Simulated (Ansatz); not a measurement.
Runs of Ansatz 0.2.0 on HgTe. Symmetry: Fm-3m, No. 225, cubic system. Conventional cell: a = 6.360 Å, b = 6.360 Å, c = 6.360 Å, α = 90.00°, β = 90.00°, γ = 90.00°. Hg (site symmetry m-3m) has 6 Te at 3.18 Å as nearest neighbours. Te (site symmetry m-3m) is surrounded by 6 Hg at 3.18 Å. Measurements of this composition are mostly on another form, of space group No. 216.

```csv
level,gap on the mesh (eV),pressure (GPa),relaxed volume (Å³/atom)
revPBE+D4,none,0.0,(b)
BLYP+D3(BJ),none,0.0,28.03
PBEsol+D3(BJ),none,0.0,25.88
PBEsol+D4,none,0.0,26.32
RPBE+D4,none,0.0,27.10
revPBE+D3(BJ),none,0.0,26.99
RPBE+D3(BJ),none,0.0,(a)
```

Alike in all rows: task relaxation of cell and atoms; potentials or basis Ansatz PAW; no spin polarisation; cell relaxed; k mesh 7 × 7 × 7; cutoff (eV) 420; smearing fermi-dirac 0.05 eV.

Fill in the values left out.

(a) 22.61; (b) 27.28.

Caveats: the plane-wave basis is chosen anew once the cell has moved, so the energies of steps on either side of that aren't comparable; pairwise dispersion overbinds metals, which lowers pressure and volume; the PAW data sets come from PBE, with cores solved anew for the run's functional, which leaves a small shift of forces and pressure; the volume moved by over 15 % at a fixed basis, so the end points are rough (some runs); the volume moved by -16 % from the deposited cell, more than functionals usually miss (some runs); the volume moved by -15 % from the deposited cell, more than functionals usually miss (some runs); the volume moved by -13 % from the deposited cell, more than functionals usually miss (some runs).

A k mesh can miss the band edges, and the runs leave out spin-orbit coupling on Hg, Te.

A gap of «none» marks a metal or a gap under the smearing width.

Runs at the PBE level aren't shown here.
